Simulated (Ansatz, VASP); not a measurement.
**Al2Au: VASP beside Ansatz**

```
Au Al
1.0
     0.00000    2.93876    2.93876
     2.93876    0.00000    2.93876
     2.93876    2.93876    0.00000
Au Al
1 2
Cartesian
  0.0000 0.0000 0.0000
  4.4081 4.4081 4.4081
  1.4694 1.4694 1.4694
```

Change from the starting cell: volume scaled by 0.94.

Alike in both runs: task single point; functional PBEsol; k mesh 8 × 8 × 8; occupations fermi-dirac, width 0.05 eV; no spin polarisation.

|  | VASP | Ansatz |
| --- | --- | --- |
| version | VASP 6.6.1 | Ansatz 0.2.0 |
| potentials or method | VASP PAW PBE potentials, release 64 (Au, Al) | Ansatz PAW |
| plane-wave cutoff (eV) | 520 | 420 |
| valence electrons in the cell | 17 | 25 |

Ansatz gave:

```
gap on the k mesh at the Fermi level (eV) : none
pressure (GPa)                            : 8.3
```

Question: Which values does VASP return?

Answer: gap on the k mesh at the Fermi level (eV): none; pressure (GPa): 8.1.

A gap of «none» marks a metal or a gap that the smearing closes. The functional is the same, so the differences come from potentials, cutoffs and numerics. The two sets of potentials don't hold the same shells in valence.

Caveats: the PAW data sets were made with another functional, which shifts forces and pressure a little (VASP); the PAW data sets come from PBE, with cores solved anew for the run's functional, which leaves a small shift of forces and pressure (Ansatz). Spin-orbit coupling is left out, which matters for the levels of Au.
